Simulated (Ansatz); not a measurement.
Crystal: Ni.

```xyz
1
Lattice="0.0000 1.7376 1.7376 1.7376 0.0000 1.7376 1.7376 1.7376 0.0000" Properties=species:S:1:pos:R:3 pbc="T T T"
Ni    0.0000    0.0000    0.0000
```

| Property | Result |
| --- | --- |
| Program | Ansatz 0.2.0 |
| Task | relaxation of cell and atoms |
| Functional | RPBE |
| Potentials or basis | Ansatz PAW |
| Cutoff | 420 eV (not typed: the program's choice for these potentials) |
| k mesh | 13 × 13 × 13 |
| Occupations | fermi-dirac, width 0.05 eV |
| Spin | collinear spin, ferromagnetic start |
| Starting moments | [1.0] μB |

At the start: volume 10.49 Å³/atom.

Task: Where does the relaxation end?

Result: It ends after 5 steps and the volume is 11.20 Å³/atom (+6.8 %); space group Fm-3m (No. 225, to 0.05 Å); moment 0.64 μB per cell.

Step by step:
| step | energy change (eV) | largest force (eV/Å) | volume (Å³) |
| --- | --- | --- | --- |
| 1 | 0.0000 | 0.0000 | 10.49 |
| 2 | -0.0205 | 0.0000 | 10.81 |
| 3 | -0.0286 | 0.0000 | 11.16 |
| 4 | -0.0287 | 0.0000 | 11.20 |
| 5 | -0.0289 | 0.0000 | 11.20 |

Final structure:
```yaml
crystal:
  lattice:
    - [0.00000, 1.77590, 1.77590]
    - [1.77590, 0.00000, 1.77590]
    - [1.77590, 1.77590, 0.00000]
  atoms:
    - { symbol: Ni, position: [0.00000, 0.00000, 0.00000] }
```

Caveat: the plane-wave basis is chosen anew once the cell has moved, so the energies of steps on either side of that aren't comparable; the PAW data sets come from PBE, with cores solved anew for the run's functional, which leaves a small shift of forces and pressure.
